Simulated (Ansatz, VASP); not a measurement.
# Al8In5P5O12 (amorphous Al2O3 against InP(110), 8.9 A) in two plane-wave programs, part 2 of 2

Wanted: the spread between two codes on one cell, functional and k mesh. Of the first pair: The structure shown is the start of the Ansatz relaxation below; VASP solves that cell, so the two are compared at the walk's first step.

VASP 6.6.1 and Ansatz 0.2.0.

So far. Step 3 (VASP: single point, PBE, start cell, pair 1): The run ends at a pressure of 0.89 GPa, with forces up to 2.2 eV/Å.

### Step 5. Ansatz: relaxation, PBE

Level of this step: Ansatz beside VASP: Kohn-Sham DFT, plane waves, PBE (Ansatz).

This run makes the geometry at which the two programs are then compared. The cell compared in this pair holds 2028.43 Å³, against 2008.27 Å³ for the pair before.

The structure compared here is the end of the Ansatz relaxation.

Contents of input.yaml:

```yaml
crystal:
  lattice:
    - [11.88, 0.0, 0.0]
    - [0.0, 8.40043, 0.0]
    - [0.0, 0.0, 20.12354]
  atoms:
    - { symbol: In, position: [0.99287, 0.01585, 0.36298] }
    - { symbol: P, position: [0.11639, 0.0312, 0.04303] }
    - { symbol: In, position: [0.26308, 0.79115, 0.05322] }
    - { symbol: P, position: [0.37463, 0.77392, 0.15975] }
    - { symbol: In, position: [0.24591, 0.28098, 0.0452] }
    - { symbol: P, position: [0.3685, 0.26528, 0.15024] }
    - { symbol: In, position: [0.99484, 0.02177, 0.1475] }
    - { symbol: P, position: [0.11349, 0.01738, 0.2559] }
    - { symbol: In, position: [0.99664, 0.52063, 0.15738] }
    - { symbol: P, position: [0.12628, 0.51464, 0.25652] }
    - { symbol: In, position: [0.24417, 0.25868, 0.25665] }
    - { symbol: P, position: [0.36224, 0.24859, 0.36584] }
    - { symbol: In, position: [0.23964, 0.77232, 0.25878] }
    - { symbol: P, position: [0.35474, 0.75618, 0.36657] }
    - { symbol: In, position: [0.99488, 0.52074, 0.3543] }
    - { symbol: P, position: [0.11814, 0.53845, 0.04887] }
    - { symbol: P, position: [0.09396, 0.03097, 0.47471] }
    - { symbol: In, position: [0.233, 0.77979, 0.47836] }
    - { symbol: In, position: [0.23216, 0.26668, 0.46631] }
    - { symbol: P, position: [0.10736, 0.52052, 0.46277] }
    - { symbol: In, position: [0.48742, 0.99383, 0.36726] }
    - { symbol: P, position: [0.63194, 0.03171, 0.05413] }
    - { symbol: In, position: [0.74803, 0.76638, 0.05311] }
    - { symbol: P, position: [0.86971, 0.76944, 0.15622] }
    - { symbol: In, position: [0.73692, 0.30449, 0.05845] }
    - { symbol: P, position: [0.86958, 0.27376, 0.15511] }
    - { symbol: In, position: [0.49849, 0.02219, 0.15366] }
    - { symbol: P, position: [0.61376, 0.0144, 0.26331] }
    - { symbol: In, position: [0.49426, 0.51815, 0.15486] }
    - { symbol: P, position: [0.61463, 0.51312, 0.26093] }
[... 84 atom lines left out ...]
    - { symbol: O, position: [0.4733, 0.96809, 0.67672] }
    - { symbol: O, position: [0.26754, 0.99736, 0.64456] }
    - { symbol: O, position: [0.8087, 0.01346, 0.82154] }
    - { symbol: O, position: [0.86999, 0.7147, 0.60174] }
    - { symbol: O, position: [0.24607, 0.5029, 0.80314] }
    - { symbol: O, position: [0.89159, 0.52924, 0.7143] }
kpoints:
  mp_grid: { grid: [1, 1, 1] }
hamiltonian:
  xc: pbe
scf:
  occupations: { method: fermi_dirac, width: 0.025 }
output:
  forces: true
relax:
  f_tol: 0.08
  max_steps: 90
  cell: { fix: [a, b, alpha, beta, gamma] }
```

Command:

```bash
$ ansatz run input.yaml --threads 4 --pin off --max-ram 8192MiB --backend cpu --events-out ev --progress --plain --runs-dir out
```

Numbers of over 12 decimals in the logs are rounded to 6 here.

Log:

```text
[...]
Crystal: 120 atoms, lattice volume = 2008.271 Å³
Basis set: ecut = 420 eV, 39189 PW (Γ), exchange–correlation on 160×120×270 points (8 copies of the dense FFT grid, shifted against one another)
Bands: 492, of which v1, the nominal top of the filled ones, is band 372 counted from 1 (371 counted from 0)
Symmetry: 1 space group operations
[...]
k-points: 1
[...]
- { symbol: O, position: [0.668667, 0.415122, 0.665485] }
    - { symbol: O, position: [0.604742, 0.619153, 0.892821] }
    - { symbol: O, position: [0.888731, 0.299043, 0.820994] }
    - { symbol: O, position: [0.076506, 0.286593, 0.906061] }
    - { symbol: O, position: [0.456978, 0.398330, 0.700602] }
    - { symbol: O, position: [0.912882, 0.125066, 0.940486] }
    - { symbol: O, position: [0.256979, 0.863501, 0.778701] }
[...]
- { symbol: O, position: [0.807555, 0.018323, 0.822379] }
    - { symbol: O, position: [0.868992, 0.713763, 0.603531] }
    - { symbol: O, position: [0.244747, 0.498785, 0.804960] }
    - { symbol: O, position: [0.892098, 0.532438, 0.715293] }
```

### Step 6. VASP: single point, PBE, relaxed cell, pair 2

The same cell, functional, mesh and smearing now go to VASP, with its own data sets.

Contents of INCAR:

```
SYSTEM = Al8In5P5O12
PREC = Accurate
ENCUT = 600
EDIFF = 1E-06
NELM = 120
ISMEAR = -1
SIGMA = 0.025
LREAL = Auto
ALGO = Normal
GGA = PE
NBANDS = 464
LORBIT = 11
LWAVE = .FALSE.
LCHARG = .FALSE.
ISIF = 2
LASPH = .TRUE.
GGA_COMPAT = .FALSE.
EFERMI = MIDGAP
NCORE = 4
```

Contents of POSCAR:

```
Al8In5P5O12
1.0
   11.8800000000      0.0000000000      0.0000000000
    0.0000000000      8.4004300000      0.0000000000
    0.0000000000      0.0000000000     20.3255230000
In P Al O
20 20 32 48
Direct
    0.9933400000      0.0165200000      0.3617700000
    0.2695100000      0.7902400000      0.0448100000
    0.2308500000      0.2878100000      0.0408000000
    0.0068000000      0.0183600000      0.1480400000
    0.0097000000      0.5247200000      0.1591100000
    0.2564100000      0.2469700000      0.2572700000
    0.2548200000      0.7638000000      0.2571500000
    0.0018700000      0.5233100000      0.3522800000
    0.2846100000      0.6428500000      0.4703300000
    0.2103000000      0.2310900000      0.4633500000
    0.5040500000      0.9835300000      0.3733100000
    0.7593600000      0.7667800000      0.0501300000
    0.7525700000      0.2919900000      0.0578600000
    0.4993900000      0.0285700000      0.1515000000
    0.4916300000      0.5216200000      0.1510300000
    0.7432200000      0.2630700000      0.2484000000
    0.7406500000      0.7671800000      0.2509100000
    0.4919200000      0.4861300000      0.3583900000
    0.7893900000      0.6471200000      0.4580000000
    0.7388200000      0.1985300000      0.4346600000
    0.1177700000      0.0242400000      0.0383100000
    0.3757200000      0.7779900000      0.1527900000
    0.3654600000      0.2733200000      0.1433000000
    0.1214600000      0.0060600000      0.2568400000
    0.1384800000      0.5067200000      0.2576400000
    0.3649600000      0.2329800000      0.3687100000
    0.3715300000      0.7408500000      0.3623800000
    0.1230400000      0.5577700000      0.0529800000
    0.0529100000      0.0284100000      0.4823500000
    0.0980000000      0.5001000000      0.4625500000
[... 84 atom lines left out ...]
    0.4630000000      0.9360400000      0.6835700000
    0.2588700000      0.0302300000      0.6594300000
    0.8075600000      0.0183200000      0.8223800000
    0.8689900000      0.7137600000      0.6035300000
    0.2447500000      0.4987900000      0.8049600000
    0.8921000000      0.5324400000      0.7152900000
```

Contents of KPOINTS:

```
Automatic mesh
0
Gamma
1 1 1
0 0 0
```

Potentials, in the order of the species: In_d, P, Al and O (PBE family, release 64).

Command:

```bash
$ mpirun -np 16 vasp_gam
```

Log:

```text
[... set-up lines as in an earlier step ...]
 entering main loop
       N       E                     dE             d eps       ncg     rms          rms(c)
DAV:   1     0.128468353509E+05    0.12847E+05   -0.36054E+05   928   0.209E+03
DAV:   2     0.223860951449E+04   -0.10608E+05   -0.10134E+05   976   0.572E+02
DAV:   3    -0.421748898848E+03   -0.26604E+04   -0.24561E+04   968   0.270E+02
DAV:   4    -0.814954271184E+03   -0.39321E+03   -0.38364E+03  1312   0.101E+02
[...]
DAV:  19    -0.733724277677E+03   -0.16770E-06   -0.19070E-05   904   0.944E-03    0.928E-03
DAV:  20    -0.733724278120E+03   -0.44324E-06   -0.16980E-05  1112   0.723E-03    0.411E-03
DAV:  21    -0.733724278285E+03   -0.16477E-06   -0.37167E-06   856   0.398E-03
   1 F= -.73372428E+03 E0= -.73372428E+03  d E =-.765573E-08
```

Parts of OUTCAR (step 6):

```text
  FREE ENERGIE OF THE ION-ELECTRON SYSTEM (eV)
  ---------------------------------------------------
  free  energy   TOTEN  =      -733.7242782850 eV

  energy  without entropy=     -733.7242782773  energy(sigma->0) =     -733.72427828

[... 1 part as in an earlier step ...]

[... 1 further part left out ...]
[key lines of the parts left out:]
E-fermi :   5.3726
```

The run ends at a pressure of 0.30 GPa, with forces up to 0.079 eV/Å.

### Step 7. Differences

What differs besides the data sets and the points named for the pairs above, as far as they apply: the cutoff is 420 eV in Ansatz and 600 eV in VASP (PREC = Accurate, projectors in real space). Total energies have different zeros and are not compared.

Both answers:

```tsv
quantity	Ansatz	VASP	difference
pressure (GPa)	0.45	0.30	+0.15
gap on the k mesh (eV)	0.975	0.972	+0.004
```

At this near-relaxed geometry the largest component of a force difference is 52 meV/Å. A gap on the mesh is an upper bound, since the band edges may lie between its points.

### Step 8. Outcome

| Item | Value |
| --- | --- |
| r.m.s. force difference (single point, PBE, start cell, pair 1) | 3.9 % of the r.m.s. force |
| difference in gap on the k mesh (single point, PBE, relaxed cell, pair 2) | 0.0036 eV |
| r.m.s. force difference (single point, PBE, relaxed cell, pair 2) | 12 meV/Å |

What this shows: The r.m.s. force difference is 3.9 % of the r.m.s. force (single point, PBE, start cell, pair 1), beyond the 3 % picked in this series as the mark of a large difference. What causes the difference of the single point, PBE, start cell, pair 1 pair stays open here. Such differences can come from data sets, numerical settings and the points named under the comparisons, not from the functional's error against experiment.

[Lines on the potential files, build, host, timing and source positions are cut from VASP's logs without a mark.]

[Logs are printed without paths, hosts, clocks, repeated set-up lines and the standing remarks that a program may print on its own settings, such as how far it seeks lower states.]

[Hosts, paths, dates, database ids (printed as entryN), source tags and the programs' standing remarks are cut or masked in the printed files.]
